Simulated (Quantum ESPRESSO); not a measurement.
# How a distortion at fixed volume moves the moments of FeNi3

Aim: follow moments and order energies of FeNi3 with a distortion at fixed volume.

Calculated with Quantum ESPRESSO 7.5; PBE; plane waves with GBRV 1.5 PBE potentials, no spin-orbit coupling.

Most raw output is cut from this account.

## (1) The starting structure

It takes space group Pm-3m (No. 221, cubic). Conventional cell: a = 3.553 Å, b = 3.553 Å, c = 3.553 Å, α = 90.00°, β = 90.00°, γ = 90.00°. Nearest to Fe lie 12 Ni at 2.51 Å. Nearest to Ni lie 4 Fe at 2.51 Å and 8 Ni at 2.51 Å. Farther neighbours are not listed.

The lattice constants were typed from memory of published values and not checked against a source.

## (2) Factor along z 0.9043, ferro ++++

Lengths along Cartesian z scale by the factor and those normal to it by its inverse root. Atoms keep their fractional places. Seeded atoms are those given a starting moment.

pw.in reads:

```
&CONTROL
  calculation = 'scf'
  prefix = 'pwscf'
  outdir = './tmp'
  pseudo_dir = './pseudo'
  disk_io = 'nowf'
  tprnfor = .true.
  tstress = .true.
/
&SYSTEM
  ibrav = 0
  celldm(1) = 8
  nat = 4
  ntyp = 2
  ecutwfc = 40
  ecutrho = 280
  nbnd = 48
  occupations = 'smearing'
  smearing = 'fd'
  degauss = 0.00367493
  nspin = 2
  starting_magnetization(1) = 0.175
  starting_magnetization(2) = 0.0556
/
&ELECTRONS
  conv_thr = 8d-09
  electron_maxstep = 150
  mixing_beta = 0.3
/
ATOMIC_SPECIES
Fe     55.8450 fe_pbe_v1.5.uspp.F.UPF
Ni     58.6934 ni_pbe_v1.4.uspp.F.UPF
CELL_PARAMETERS alat
   0.8825672791739    0.0000000000000    0.0000000000000
   0.0000000000000    0.8825672791739    0.0000000000000
   0.0000000000000    0.0000000000000    0.7589560344344
ATOMIC_POSITIONS crystal
Fe      0.0000000000    0.0000000000    0.0000000000
Ni      0.0000000000    0.5000000000    0.5000000000
Ni      0.5000000000    0.0000000000    0.5000000000
Ni      0.5000000000    0.5000000000    0.0000000000
K_POINTS automatic
10 10 10 0 0 0
```

Run with:

```sh
> OMP_NUM_THREADS=1 mpirun -n 4 pw.x -nk 4 -in pw.in > pw.out
```

It took 3 min on 4 MPI ranks of Intel Xeon at 2.70GHz, shared host; peak memory 0.58 GiB.

Spin moment in the atom's sphere by atom:

```csv
atom,spin moment in the atom's sphere (μB)
Fe1,2.94
Ni2,0.72
Ni3,0.72
Ni4,0.60
```

This step gave:

```yaml
smearing_term_ts: 0.02598 eV
pressure: -5.595 GPa
magnetization: 4.817 μB
absolute_magnetization: 5.318 μB
final_state: ferromagnetic
```

## (3) Factor along z 0.9043, no spin polarisation

pw.in, as its differences from that of step 2:

```diff
@@ -16,3 +16,3 @@
   ecutrho = 280
-  nbnd = 48
+  nbnd = 45
   occupations = 'smearing'
@@ -20,5 +20,2 @@
   degauss = 0.00367493
-  nspin = 2
-  starting_magnetization(1) = 0.175
-  starting_magnetization(2) = 0.0556
 /
```

It took 64 s on 4 MPI ranks; peak memory 0.43 GiB.

This step gave:

```
smearing term TS : 0.09402 eV
pressure         : -13.42 GPa
final state      : non-magnetic (no spin polarisation)
```

## (4) Factor along z 1.0913, ferro ++++

pw.in, as its differences from that of step 3:

```diff
@@ -16,3 +16,3 @@
   ecutrho = 280
-  nbnd = 45
+  nbnd = 48
   occupations = 'smearing'
@@ -20,2 +20,5 @@
   degauss = 0.00367493
+  nspin = 2
+  starting_magnetization(1) = 0.175
+  starting_magnetization(2) = 0.0556
 /
@@ -30,5 +33,5 @@
 CELL_PARAMETERS alat
-   0.8825672791739    0.0000000000000    0.0000000000000
-   0.0000000000000    0.8825672791739    0.0000000000000
-   0.0000000000000    0.0000000000000    0.7589560344344
+   0.8034003376809    0.0000000000000    0.0000000000000
+   0.0000000000000    0.8034003376809    0.0000000000000
+   0.0000000000000    0.0000000000000    0.9159003874580
 ATOMIC_POSITIONS crystal
```

Wall time 2.3 min (4 MPI ranks); peak memory 0.58 GiB; 9.3 min of CPU time.

Numbers from this step:

| Quantity | Value |
| --- | --- |
| smearing term TS | 0.02711 eV |
| pressure | -4.898 GPa |
| magnetization | 4.918 μB |
| absolute magnetization | 5.419 μB |
| final state | ferromagnetic |
| largest moment | 2.937 μB |

## (5) Trends

The runs not shown differ from these in the moved quantity alone.

States, by row:

```csv
tetragonal,ferro ++++,no spin polarisation
0.9043,ferromagnetic,non-magnetic
0.9287,ferromagnetic,non-magnetic
0.9528,ferromagnetic,non-magnetic
0.9765,ferromagnetic,non-magnetic
1,ferromagnetic,non-magnetic
1.023,ferromagnetic,non-magnetic
1.046,ferromagnetic,non-magnetic
1.069,ferromagnetic,non-magnetic
1.091,ferromagnetic,non-magnetic
```

The largest site moment, ferro ++++ by tetragonal:

```csv
tetragonal (factor),"largest site moment, ferro ++++ (μB)"
0.9043,2.94
0.9287,2.94
0.9528,2.95
0.9765,2.95
1.0000,2.95
1.0232,2.95
1.0461,2.95
1.0688,2.94
1.0913,2.94
```

Energy less that of the parallel start, no spin polarisation against tetragonal:

```csv
tetragonal (factor),"energy less that of the parallel start, no spin polarisation (meV a seeded atom)"
0.9043,290
0.9287,291
0.9528,291
0.9765,292
1.0000,292
1.0232,292
1.0461,290
1.0688,288
1.0913,284
```

Energy over the lowest against tetragonal; values in meV an atom:

```csv
tetragonal (factor),ferro ++++,no spin polarisation
0.9043,46.0,336
0.9287,27.4,318
0.9528,12.6,304
0.9765,3.34,295
1.0000,0,292
1.0232,3.43,295
1.0461,14.1,304
1.0688,32.3,320
1.0913,58.0,342
```

## (6) Outcome

```json
{"moment, parallel start": "2.94 to 2.95 μB", "states met from these starts": "ferromagnetic"}
```

In words: The net moment of the cell goes from 4.82 to 4.92 μB. Only a parallel start was run beside the spinless one, so opposed or spiral orders, which may lie lower, are not probed.

[Logs and program files are shortened in this print: banners, set-up blocks, solver, clock and traceback lines can be left out without a mark of their own.]

[Logs are printed without paths, hosts, clocks, repeated set-up lines and the standing remarks that a program may print on its own settings, such as how far it seeks lower states.]

[Hosts, paths, dates, database ids (printed as entryN), source tags and the programs' standing remarks are cut or masked in the printed files.]

[Where a cell is said to come from a database of computed structures, the database is the Materials Project.]
